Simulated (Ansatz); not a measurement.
# O: how the settings move a single-point run

Question: which choices in the input matter for O?

Computed with Ansatz 0.2.0 (reference: DFT, PBE, PAW with Ansatz's default frozen-core files, scalar-relativistic, unless a step's input says otherwise).

2 further runs of the same task are left out: 2 that didn't finish.

## 1. The system as given

Symmetry: R-3m, No. 166, trigonal system. Conventional cell: a = 2.847 Å, b = 2.847 Å, c = 10.225 Å, α = 90.00°, β = 90.00°, γ = 120.00°. O (site symmetry 3m) is surrounded by 1 O at 1.18 Å.

As a file:

```xyz
2
Lattice="1.4233 0.8218 3.4083 -1.4233 0.8218 3.4083 0.0000 -1.6435 3.4083" Properties=species:S:1:pos:R:3 pbc="T T T"
O     0.0000    0.0000    0.5900
O     0.0000    0.0000    9.6349
```

## 2. Baseline

The input, input.yaml:

```yaml
crystal:
  lattice:
    - [1.42335, 0.8217715057, 3.4083]
    - [-1.42335, 0.8217715057, 3.4083]
    - [0.0, -1.6435430113, 3.4083]
  atoms:
    - { symbol: O, position: [0.0577, 0.0577, 0.0577] }
    - { symbol: O, position: [0.9423, 0.9423, 0.9423] }
kpoints:
  mp_grid: { grid: [10, 10, 10] }
scf:
  occupations: { method: fermi_dirac, width: 0.03 }
hamiltonian:
  xc: pbe
  pseudopotentials: { kind: paw }
output:
  forces: true
  stress: true
  eigenvalues: true
  efg: { contact_densities: true }
  populations: true
  write_density: true
  write_potential: true
  elf: true
  volumetric_format: npy
```

Command:

```console
$ ansatz run input.yaml --threads 1 --pin off --max-ram 2048MiB --backend cpu --events-out ev --progress --plain --runs-dir out
```

## 3. Variant: ecutwfc 450 eV

input.yaml, as its differences from that of step 2:

```diff
@@ -21,5 +21,3 @@
   populations: true
-  write_density: true
-  write_potential: true
-  elf: true
-  volumetric_format: npy
+basis:
+  ecutwfc: "450 eV"
```

Before running it: what results should come out? Wanted: for each run, ending; energy change; pressure; gap; force.

As calculated:

| run | ending | energy change | pressure (GPa) | gap (eV) | force (eV/Å) | cycles | time |
| --- | --- | --- | --- | --- | --- | --- | --- |
| reference | converged | 0 | 5.3 | 0.00 | 2.59 | 6 | 2.8 s |
| 1: ecutwfc 450 eV | converged | -5.0 meV/atom | 5.3 | 0.00 | 2.59 | 6 | 2.7 s |

Times don't compare one to one where runs were asked for different outputs or read a saved state (see the inputs); cycles may leave out searches for a lower state.

Residual by cycle in the longest SCF loop of each run; runs are numbered as in the table. The quantity is the density residual dr2, in eV.

```
cycle  reference    run 1
    1    0.00771  0.00749
    2     4.2e-4   4.0e-4
    3     3.3e-5   3.7e-5
    4     2.6e-6   3.3e-6
    5     5.1e-8   6.9e-8
    6    4.2e-10  7.4e-10
```

What this shows: Changing the cutoff moves the energy by -5.0 meV/atom. Semilocal functionals close small gaps, so the missing gap need not be the real solid's.
